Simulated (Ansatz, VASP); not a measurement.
**Two plane-wave programs on Sn**

The input INCAR:

```
PREC = Accurate
ENCUT = 520
EDIFF = 1E-6
ISMEAR = 0
SIGMA = 0.15
LREAL = False
LASPH = True
NELM = 100
ALGO = Fast
ISIF = 2
LWAVE = False
LCHARG = False
NBANDS = 13
```

Contents of KPOINTS:

```
regular mesh
0
Gamma
  18 18 18
```

The input POSCAR:

```
Sn
1.0
   -1.8946518192      1.8946518192      1.8472855237
    1.8946518192     -1.8946518192      1.8472855237
    1.8946518192      1.8946518192     -1.8472855237
Sn
1
Direct
    0.0000000000      0.0000000000      0.0000000000
```

Input for Ansatz:

```yaml
crystal:
  lattice:
    - [-1.8946518192, 1.8946518192, 1.8472855237]
    - [1.8946518192, -1.8946518192, 1.8472855237]
    - [1.8946518192, 1.8946518192, -1.8472855237]
  atoms:
    - { symbol: Sn, position: [0.0, 0.0, 0.0] }
basis:
  ecutwfc: 420
kpoints:
  mp_grid: { grid: [18, 18, 18] }
hamiltonian:
  xc: lda
scf:
  occupations: { method: gaussian, width: 0.15 }
output:
  forces: true
  stress: true
  eigenvalues: true
```

Change from the starting cell: strain -0.0250 x Voigt [0, 0, 1, 0, 0, 0], atoms carried along.

Alike in both runs: task single point; functional LDA; k mesh 18 × 18 × 18; occupations gaussian, width 0.15 eV; no spin polarisation.

|  | VASP | Ansatz |
| --- | --- | --- |
| version | VASP 6.6.1 | Ansatz 0.2.0 |
| potentials or method | VASP PAW LDA potentials, release 64 (Sn_d) | scalar-relativistic, plane waves, PAW |
| plane-wave cutoff (eV) | 520 | 420 |
| valence electrons in the cell | 14 | 14 |

```tsv
	VASP	Ansatz	Ansatz less VASP
gap on the k mesh at the Fermi level (eV)	none	none	-
pressure (GPa)	-2.0	-2.1	-0.03
largest component of the traceless stress (GPa)	0.53	0.52	-0.007
```

A gap of «none» marks a metal or a gap that the smearing closes.
